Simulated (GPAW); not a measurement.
# Ge (Cmcm) in GPAW: further runs

Aim: see how the results for Ge move with the level of theory and the settings. Levels: PBEsol, PBEsol+D3, PBEsol+D3(BJ). Tasks: relaxation of cell and atoms.

All numbers are computed with GPAW 26.7.0; they aren't measurements. Logs are shortened: lines on timing, memory, paths and dates and some standing lists are left out, and cuts for length are marked. The log counts tension as positive stress, the text compression.

## (1) Starting point

It takes space group Cmcm (No. 63, orthorhombic). The conventional cell has a = 2.976 Å, b = 5.189 Å, c = 4.728 Å, α = 90.00°, β = 90.00°, γ = 90.00°. Ge (site symmetry m2m) has 12 Ge at 2.92 to 2.99 Å as nearest neighbours.

This isn't the form of Ge at room conditions, which is diamond.

## (2) Relaxation of cell and atoms, PBEsol

run.py reads:

```python
from ase import Atoms
from ase.filters import FrechetCellFilter
from ase.io import write
from ase.optimize import BFGS
from gpaw import GPAW, PW, setup_paths

setup_paths.insert(0, '.')

atoms = Atoms(['Ge', 'Ge'],
              cell=[[1.488052925, -2.59468961, 0.0],
                    [1.488052925, 2.59468961, 0.0],
                    [0.0, 0.0, 4.72759579]],
              scaled_positions=[[0.33344663, 0.66655337, 0.25],
                                [0.66655337, 0.33344663, 0.75]],
              pbc=True)

calc = GPAW(mode=PW(600),
            xc='PBEsol',
            kpts={'size': (10, 10, 6), 'gamma': True},
            occupations={'name': 'fermi-dirac', 'width': 0.05},
            nbands=11,
            convergence={'density': 1e-05, 'forces': 0.0001},
            maxiter=150,
            txt='gpaw.txt')
atoms.calc = calc
opt = BFGS(FrechetCellFilter(atoms), trajectory='relax.traj', logfile='-')
done = opt.run(fmax=0.02, steps=60)
calc.write('gs.gpw')
write('result.traj', atoms)
print('Converged:', done)
print('Cell:', atoms.cell.cellpar().round(4))
print('Volume:', round(atoms.get_volume(), 4))
print(atoms.get_scaled_positions().round(5))
```

Potentials or basis: PAW data sets generated in the run's folder for this functional, pw.

Launch:

```
> gpaw-setup -f PBEsol Ge
> OMP_NUM_THREADS=1 python run.py
```

gpaw.txt:

```text
__  _  _
 | _ |_)|_||  |
 |__||  | ||/\| - 26.7.0

Input parameters:
  mode=PW(ecut=600.0),
  convergence={'density': 1e-05, 'forces': 0.0001},
  kpts=MonkhorstPack(size=(10, 10, 6), gamma=True),
  maxiter=150,
  nbands=11,
  occupations=Occupations(name='fermi-dirac', width=0.05),
  xc=XC(name='PBEsol')

Diagonalizing LCAO Hamiltonian
Converting LCAO to pw mode

       Ge

         Ge

Atoms  # Å, Bohr magnetons
|   | symbol |        x |         y |        z |    initial magnetic moments |
|---|--------|----------|-----------|----------|-----------------------------|
| 0 |     Ge | 1.488053 |  0.864309 | 1.181899 | ( 0.0000,  0.0000,  0.0000) |
| 1 |     Ge | 1.488053 | -0.864309 | 3.545697 | ( 0.0000,  0.0000,  0.0000) |

Unit cell  # Å
| periodic |        x |         y |        z |  lengths |     angles |
|----------|----------|-----------|----------|----------|------------|
|      yes | 1.488053 | -2.594690 | 0.000000 | 2.991106 |  90.000000 |
|      yes | 1.488053 |  2.594690 | 0.000000 | 2.991106 |  90.000000 |
|      yes | 0.000000 |  0.000000 | 4.727596 | 4.727596 | 120.331510 |

Number of symmetries: 4
Symmetry operations  # r_c * U_cc + t_c -> r_c
|   | kind |            matrix            |
|---|------|------------------------------|
| 0 |  E   |  1, 0, 0,  0, 1, 0,  0, 0, 1 |
| 1 |  C2  |  0, 1, 0,  1, 0, 0,  0, 0,-1 |
| 2 |  σ   |  0,-1, 0, -1, 0, 0,  0, 0, 1 |
| 3 |  i   | -1, 0, 0,  0,-1, 0,  0, 0,-1 |
[... 109 lines left out ...]
SCF iterations
|iter     | |      energy | eigst |  dens |force |
|---------|-|-------------|-------|-------|------|
|iter:   1| |   -9.382639 | -0.58 |       |      |
|iter:   2| |   -9.379989 | -3.05 | -1.28 |      |
|iter:   3| |   -9.354067 | -3.48 | -1.31 |      |
|iter:   4| |   -9.352275 | -4.28 | -1.92 |      |
|iter:   5| |   -9.352260c| -5.47 | -3.10 |      |
|iter:   6| |   -9.352258c| -6.54 | -3.54 |      |
|iter:   7| |   -9.352258c| -7.91c| -4.50 |      |
|iter:   8| |   -9.352258c| -8.87c| -4.94 |      |
|iter:   9| |   -9.352258c| -9.68c| -5.58c|      |
|iter:  10| |   -9.352258c|-10.69c| -6.32c|-5.86c|

Converged in 10 steps
Energy contributions relative to reference atoms: (reference = -114111.519876)

Energy contributions:
  Kinetic:          16.330774
  Coulomb:         -14.515083
  Zero:             -0.012457
  External:          0.000000
  Xc:              -11.151258
  Entropy:          -0.008468
  Spinorbit:         0.000000
  ----------------------------
  Free energy:      -9.356492
  Extrapolated:     -9.352258
[... 19 lines left out ...]
No gap
No difference between direct/indirect transitions

Stress tensor  # eV/Ang^3
|        x |        y |         z |
|----------|----------|-----------|
| 0.004513 | 0.000000 |  0.000000 |
| 0.000000 | 0.003102 |  0.000000 |
| 0.000000 | 0.000000 | -0.011012 |

Forces  # eV/Ang
|       x |        y |        z |
|---------|----------|----------|
| 0.00000 | -0.00069 | -0.00000 |  # Ge   0
| 0.00000 |  0.00069 |  0.00000 |  # Ge   1
[... 182 lines left out ...]
No gap
No difference between direct/indirect transitions

Stress tensor  # eV/Ang^3
|        x |         y |         z |
|----------|-----------|-----------|
| 0.004591 |  0.000000 |  0.000000 |
| 0.000000 |  0.002882 | -0.000000 |
| 0.000000 | -0.000000 | -0.010039 |

Forces  # eV/Ang
|       x |        y |        z |
|---------|----------|----------|
| 0.00000 | -0.00065 |  0.00000 |  # Ge   0
| 0.00000 |  0.00065 | -0.00000 |  # Ge   1
[... 380 lines left out ...]
No gap
No difference between direct/indirect transitions

Stress tensor  # eV/Ang^3
|         x |         y |        z |
|-----------|-----------|----------|
|  0.003235 | -0.000000 | 0.000000 |
| -0.000000 |  0.000815 | 0.000000 |
|  0.000000 |  0.000000 | 0.001155 |

Forces  # eV/Ang
|       x |        y |        z |
|---------|----------|----------|
| 0.00000 | -0.00506 |  0.00001 |  # Ge   0
| 0.00000 |  0.00506 | -0.00001 |  # Ge   1
[... 137 lines left out ...]
SCF iterations
|iter     | |      energy | eigst |  dens |force |
|---------|-|-------------|-------|-------|------|
|iter:   1| |   -9.357884 | -4.72 |       |      |
|iter:   2| |   -9.357881 | -7.49c| -3.00 |      |
|iter:   3| |   -9.357854c| -6.43 | -3.02 |      |
|iter:   4| |   -9.357853c| -7.13 | -3.70 |      |
|iter:   5| |   -9.357853c| -7.88c| -4.35 |      |
|iter:   6| |   -9.357853c| -8.28c| -5.41c|      |
|iter:   7| |   -9.357853c| -9.02c| -5.90c|-4.60c|
[... 231 lines left out ...]
No gap
No difference between direct/indirect transitions

Stress tensor  # eV/Ang^3
|        x |         y |         z |
|----------|-----------|-----------|
| 0.000507 |  0.000000 |  0.000000 |
| 0.000000 | -0.001784 |  0.000000 |
| 0.000000 |  0.000000 | -0.000348 |

Forces  # eV/Ang
|       x |        y |        z |
|---------|----------|----------|
| 0.00000 | -0.00662 | -0.00000 |  # Ge   0
| 0.00000 |  0.00662 |  0.00000 |  # Ge   1
[... 137 lines left out ...]
SCF iterations
|iter     | |      energy | eigst |  dens |force |
|---------|-|-------------|-------|-------|------|
|iter:   1| |   -9.358161 | -5.18 |       |      |
|iter:   2| |   -9.358160 | -8.10c| -3.26 |      |
|iter:   3| |   -9.358157c| -7.21 | -3.29 |      |
|iter:   4| |   -9.358157c| -8.20c| -3.98 |      |
|iter:   5| |   -9.358157c| -8.87c| -4.89 |      |
|iter:   6| |   -9.358157c| -9.44c| -5.72c|      |
|iter:   7| |   -9.358157c|-10.16c| -6.49c|-5.70c|

Converged in 7 steps
Energy contributions relative to reference atoms: (reference = -114111.519876)

Energy contributions:
  Kinetic:          16.229653
  Coulomb:         -14.412224
  Zero:             -0.012308
  External:          0.000000
  Xc:              -11.159638
  Entropy:          -0.007281
  Spinorbit:         0.000000
  ----------------------------
  Free energy:      -9.361798
  Extrapolated:     -9.358157
[... 423 lines left out ...]
Forces  # eV/Ang
|        x |        y |        z |
|----------|----------|----------|
|  0.00000 | -0.00839 |  0.00001 |  # Ge   0
| -0.00000 |  0.00839 | -0.00001 |  # Ge   1

# Writing to gs.gpw (mode='')
```

It took 4.9 min on 1 thread of Arm Neoverse V1, shared host; peak memory 0.29 GiB.

What came out:

```yaml
Free_energy: -9.3620 eV
Relaxed_volume: 18.24 Å³/atom
Relaxed_cell: a = 2.974 Å, b = 2.974 Å, c = 4.810 Å, α = 90.00°, β = 90.00°, γ = 120.97°
Space_group_after_relaxing_to_0.05_Å: Cmcm (No. 63)
Energy_gained_by_relaxing: 3.2 meV/atom
Ionic_steps: 9
Pressure_after_relaxing: 0.0 GPa
Largest_force_after_relaxing: 0.008 eV/Å
Band_gap_on_the_k_mesh: none (metal or under the smearing width)
```

Forces on the atoms (eV/Å):
```
Ge   0.000 -0.008  0.000
Ge   0.000  0.008  0.000
```

Stress tensor (GPa, compression positive):
```
 0.05  0.00  0.00
 0.00  0.08  0.00
 0.00  0.00 -0.01
```

Step by step:
```csv
step,energy change (eV),largest force (eV/Å),pressure (GPa),volume (Å³)
1,0.0000,0.0007,0.18,36.51
2,-0.0006,0.0006,0.14,36.52
3,-0.0054,0.0053,-0.40,36.70
4,-0.0055,0.0051,-0.28,36.65
5,-0.0056,0.0053,-0.20,36.61
6,-0.0059,0.0066,0.09,36.46
7,-0.0059,0.0068,0.10,36.46
8,-0.0063,0.0095,0.13,36.43
9,-0.0063,0.0084,0.04,36.47
```

Final structure:
```yaml
crystal:
  lattice:
    - [1.46516, -2.58787, 0.00000]
    - [1.46516, 2.58787, 0.00000]
    - [0.00000, 0.00000, 4.80992]
  atoms:
    - { symbol: Ge, position: [0.33403, 0.66597, 0.25000] }
    - { symbol: Ge, position: [0.66597, 0.33403, 0.75000] }
```

Levels at points of the mesh, in eV from the Fermi level:
| k point | band 2 | band 3 | band 4 | band 5 | band 6 | band 7 |
| --- | --- | --- | --- | --- | --- | --- |
| (0.00, 0.00, 0.00) | -7.87 | -5.69 | 6.82 | 7.19 | 8.80 | 9.14 |
| (0.00, 0.00, 0.50) | -11.81 | 1.38 | 1.38 | 7.91 | 7.91 | 8.26 |
| (0.50, 0.00, 0.00) | -7.05 | -2.47 | -1.54 | -0.88 | 1.38 | 2.58 |
| (0.50, 0.00, 0.50) | -6.93 | -4.97 | -4.97 | 4.16 | 4.16 | 4.86 |
| (0.50, 0.50, 0.00) | -7.19 | -2.59 | -1.62 | -1.06 | 1.25 | 3.04 |
| (0.50, 0.50, 0.50) | -7.15 | -5.05 | -5.05 | 4.62 | 4.62 | 4.87 |

Caveat: later steps reuse the first step's grids.

## (3) Relaxation of cell and atoms, PBEsol+D3

Changes to run.py since step 2:

```diff
@@ -1,2 +1,3 @@
 from ase import Atoms
+from ase.calculators.mixing import SumCalculator
 from ase.filters import FrechetCellFilter
@@ -4,2 +5,3 @@
 from ase.optimize import BFGS
+from dftd3.ase import DFTD3
 from gpaw import GPAW, PW, setup_paths
@@ -24,3 +26,3 @@
             txt='gpaw.txt')
-atoms.calc = calc
+atoms.calc = SumCalculator([calc, DFTD3(method='pbesol', damping='d3zero')])
 opt = BFGS(FrechetCellFilter(atoms), trajectory='relax.traj', logfile='-')
```

Potentials or basis: PAW data sets generated in the run's folder for this functional, pw.

Launch:

```
> gpaw-setup -f PBEsol Ge
> OMP_NUM_THREADS=1 python run.py
```

Run time: 5.3 min. Hardware: 1 thread of Arm Neoverse V1, shared host; peak memory 0.46 GiB.

It converged, with:

```yaml
Free_energy: -9.6610 eV
Relaxed_volume: 17.92 Å³/atom
Relaxed_cell: a = 2.956 Å, b = 2.956 Å, c = 4.786 Å, α = 90.00°, β = 90.00°, γ = 121.05°
Space_group_after_relaxing_to_0.05_Å: Cmcm (No. 63)
Energy_gained_by_relaxing: 5.1 meV/atom
Ionic_steps: 10
Pressure_after_relaxing: -0.2 GPa
Largest_force_after_relaxing: 0.009 eV/Å
Band_gap_on_the_k_mesh: none (metal or under the smearing width)
Dispersion_energy_per_atom: -0.151 eV
```

Forces in eV/Å, atoms in the order of the input:
```
Ge   0.000 -0.009  0.000
Ge   0.000  0.009  0.000
```

Step by step:
```
step  energy change (eV)  largest force (eV/Å)  pressure (GPa)  volume (Å³)
   1              0.0000                0.0001           -1.36        36.51
   2             -0.0015                0.0001           -1.12        36.39
   3             -0.0072                0.0038            0.52        35.59
   4             -0.0078                0.0048            0.57        35.56
   5             -0.0093                0.0076            0.35        35.61
   6             -0.0096                0.0075            0.10        35.72
   7             -0.0097                0.0075           -0.05        35.79
   8             -0.0098                0.0077           -0.10        35.81
   9             -0.0101                0.0085           -0.21        35.85
  10             -0.0102                0.0090           -0.17        35.83
```

Final structure:
```yaml
crystal:
  lattice:
    - [1.45454, -2.57364, 0.00000]
    - [1.45454, 2.57364, 0.00000]
    - [0.00000, 0.00000, 4.78588]
  atoms:
    - { symbol: Ge, position: [0.33401, 0.66599, 0.25000] }
    - { symbol: Ge, position: [0.66599, 0.33401, 0.75000] }
```

Levels at points of the mesh, in eV from the Fermi level:
```tsv
k point	band 1	band 2	band 3	band 4	band 5	band 6	band 7
(0.00, 0.00, 0.00)	-13.57	-7.93	-5.80	6.95	7.36	8.94	9.34
(0.00, 0.00, 0.50)	-11.94	-11.94	1.39	1.39	8.06	8.06	8.45
(0.50, 0.00, 0.00)	-8.37	-7.11	-2.44	-1.57	-0.91	1.36	2.61
(0.50, 0.00, 0.50)	-6.94	-6.94	-5.07	-5.07	4.22	4.22	4.95
(0.50, 0.50, 0.00)	-8.60	-7.27	-2.58	-1.66	-1.11	1.22	3.12
(0.50, 0.50, 0.50)	-7.19	-7.19	-5.15	-5.15	4.73	4.73	4.95
```

Caveat: later steps reuse the first step's grids; pairwise dispersion overbinds metals, which lowers pressure and volume.

## (4) Relaxation of cell and atoms, PBEsol+D3(BJ)

Changes to run.py since step 3:

```diff
@@ -26,3 +26,3 @@
             txt='gpaw.txt')
-atoms.calc = SumCalculator([calc, DFTD3(method='pbesol', damping='d3zero')])
+atoms.calc = SumCalculator([calc, DFTD3(method='pbesol', damping='d3bj')])
 opt = BFGS(FrechetCellFilter(atoms), trajectory='relax.traj', logfile='-')
```

Launch:

```
> gpaw-setup -f PBEsol Ge
> OMP_NUM_THREADS=1 python run.py
```

Wall time 5.4 min (1 thread of Arm Neoverse V1, shared host); peak memory 0.3 GiB.

It converged, with:

| Property | Result |
| --- | --- |
| Free energy | -10.0529 eV |
| Relaxed volume | 17.53 Å³/atom |
| Relaxed cell | a = 2.933 Å, b = 2.933 Å, c = 4.762 Å, α = 90.00°, β = 90.00°, γ = 121.15° |
| Space group after relaxing (to 0.05 Å) | Cmcm (No. 63) |
| Energy gained by relaxing | 10.3 meV/atom |
| Ionic steps | 10 |
| Pressure after relaxing | 0.0 GPa |
| Largest force after relaxing | 0.016 eV/Å |
| Band gap on the k mesh | none (metal or under the smearing width) |
| Dispersion energy per atom | -0.353 eV |

Forces in eV/Å, atoms in the order of the input:
```
Ge   0.000 -0.016  0.000
Ge   0.000  0.016  0.000
```

Stress tensor (GPa, compression positive):
```
 0.17  0.00  0.00
 0.00  0.12  0.00
 0.00  0.00 -0.15
```

Step by step:
| step | energy change (eV) | largest force (eV/Å) | pressure (GPa) | volume (Å³) |
| --- | --- | --- | --- | --- |
| 1 | 0.0000 | 0.0007 | -2.88 | 36.51 |
| 2 | -0.0047 | 0.0009 | -2.36 | 36.25 |
| 3 | -0.0158 | 0.0045 | 0.42 | 35.00 |
| 4 | -0.0165 | 0.0053 | 0.40 | 35.00 |
| 5 | -0.0187 | 0.0121 | 0.02 | 35.06 |
| 6 | -0.0197 | 0.0111 | -0.05 | 35.12 |
| 7 | -0.0198 | 0.0117 | -0.02 | 35.10 |
| 8 | -0.0200 | 0.0125 | 0.01 | 35.08 |
| 9 | -0.0203 | 0.0145 | 0.05 | 35.06 |
| 10 | -0.0205 | 0.0159 | 0.05 | 35.06 |

Final structure:
```
CELL_PARAMETERS angstrom
1.44095 -2.55455 0.00000
1.44095 2.55455 0.00000
0.00000 0.00000 4.76177
ATOMIC_POSITIONS crystal
Ge 0.33429 0.66571 0.25000
Ge 0.66571 0.33429 0.75000
```

Levels at points of the mesh, in eV from the Fermi level:
```tsv
k point	band 1	band 2	band 3	band 4	band 5	band 6	band 7
(0.00, 0.00, 0.00)	-13.78	-8.03	-5.97	7.11	7.59	9.14	9.58
(0.00, 0.00, 0.50)	-12.13	-12.13	1.36	1.36	8.25	8.25	8.69
(0.50, 0.00, 0.00)	-8.43	-7.20	-2.43	-1.63	-0.95	1.34	2.66
(0.50, 0.00, 0.50)	-6.96	-6.96	-5.19	-5.19	4.29	4.29	5.03
(0.50, 0.50, 0.00)	-8.69	-7.38	-2.58	-1.73	-1.17	1.16	3.23
(0.50, 0.50, 0.50)	-7.23	-7.23	-5.30	-5.30	4.86	4.86	5.03
```

Caveat: later steps reuse the first step's grids; pairwise dispersion overbinds metals, which lowers pressure and volume.

## (5) Overview

```csv
level,gap on the mesh (eV),pressure (GPa),relaxed volume (Å³/atom),largest force (eV/Å)
PBEsol,none,0.0,18.24,0.01
PBEsol+D3,none,-0.2,17.92,0.01
PBEsol+D3(BJ),none,0.0,17.53,0.02
```

Alike in all rows: task relaxation of cell and atoms; potentials or basis PAW data sets generated in the run's folder for this functional, pw; no spin polarisation; cell relaxed; k mesh 10 × 10 × 6; cutoff (eV) 600; smearing fermi-dirac 0.05 eV.

Caveats: later steps reuse the first step's grids; pairwise dispersion overbinds metals, which lowers pressure and volume (some runs).

Total energies depend on the potentials used, so only differences within one code and one set of settings carry meaning.
